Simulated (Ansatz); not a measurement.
The following input was run with Ansatz 0.2.0.

```yaml
crystal:
  lattice:
    - [0.0, 3.1151736, 3.1151736]
    - [3.1151736, 0.0, 3.1151736]
    - [3.1151736, 3.1151736, 0.0]
  atoms:
    - { symbol: In, position: [0.0, 0.0, 0.0] }
    - { symbol: As, position: [0.75, 0.75, 0.75] }
basis:
  ecutwfc: 500
kpoints:
  mp_grid: { grid: [12, 12, 12] }
hamiltonian:
  xc: r2scan
scf:
  occupations: { method: gaussian, width: 0.1 }
output:
  forces: true
  stress: true
  eigenvalues: true
```

Command:
```bash
ansatz run input.yaml --threads 1 --pin off --max-ram 1331MiB --backend cpu --events-out ev --progress --plain --runs-dir out
```

All numbers below come from DFT r2SCAN, scalar-relativistic, plane waves, PAW (Ansatz 0.2.0).

Abridged output (final results; tables in files aren't shown):

```
SCF 1 converged in 6 iterations: F = -10477.146030 eV  dr2 = 1.53e-8
SCF converged after 6 iterations
Free energy (F): -10477.146030 eV
Harris-Foulkes:  -10477.146030 eV  (|F-HF|=7.09e-11)
Internal energy: -10477.145870 eV  (E = F + TS)
E sigma→0 (E₀):  -10477.145950 eV
Entropy (-TS):   -0.000159 eV (-0.080 meV/atom)
Fermi energy:    6.533710 eV
--- Per-component energies (eV) ---
  E_band       = -358.293001
  E_kinetic    = 344.303859
  E_local      = -3397.268041  (includes V_loc(G=0)·N_el)
  E_nonlocal   = -302.118821
  E_hartree    = 1634.225632
  E_xc         = -273.911956
  E_vxc        = -189.368078  (∫ρ·V_xc dr)
  E_paw        = -6032.936527  (= ΣΔE_a)
  E_vpaw       = -94.043967  (= ΣTr[D̂ρ^β])
  E_aug_tail   = 0.000002  (compensation charges beyond the density's cutoff)
  E_vtau       = 11.751193  (kinetic-family band-sum trace: ∫τ·v_τ [+ j·A + Jᵃ·Aᵃ] dr)
  E_ewald      = -2448.948156
  E_core_change = -0.491862  (= ΣΔE_core)
  E_smearing   = -0.000159  (= −TS)
--- Forces (eV/Å), atoms counted from 1 ---
  atom   1  In     0.00000000     0.00000000     0.00000000
  atom   2  As     0.00000000     0.00000000     0.00000000
--- Stress (GPa, compression-positive) ---
       -2.943255       0.000000       0.000000
        0.000000      -2.943255       0.000000
        0.000000       0.000000      -2.943255
  P = ⅓ Tr σ = -2.9433 GPa (-29.433 kbar)
--- Band table (eV; the first three rows and the last of 72) ---
  k-point 0: bands = ["-29.0424", "-29.0424", "-29.0424", "-29.0349", "-29.0349", "-8.2765", "-8.2765", "-8.2765", "-8.1739", "-8.1739", "-5.2701", "6.2303", "6.4677", "6.4677", "6.4677", "10.6924", "10.6924", "10.6924"]
  k-point 1: bands = ["-29.0424", "-29.0424", "-29.0424", "-29.0349", "-29.0349", "-8.2831", "-8.2744", "-8.2744", "-8.1740", "-8.1740", "-5.2054", "5.2163", "6.3885", "6.3885", "7.2733", "10.6983", "10.8158", "10.8158"]
  k-point 2: bands = ["-29.0424", "-29.0424", "-29.0424", "-29.0348", "-29.0348", "-8.3008", "-8.2689", "-8.2689", "-8.1738", "-8.1738", "-5.0188", "4.0412", "6.1927", "6.1927", "7.7641", "10.9937", "11.1034", "11.1034"]
  k-point 71: bands = ["-29.0424", "-29.0424", "-29.0420", "-29.0348", "-29.0346", "-8.3990", "-8.2366", "-8.2177", "-8.1850", "-8.1669", "-3.4919", "1.0408", "3.7986", "3.9099", "10.6618", "11.0176", "11.7030", "12.9141"]
```

The run converged.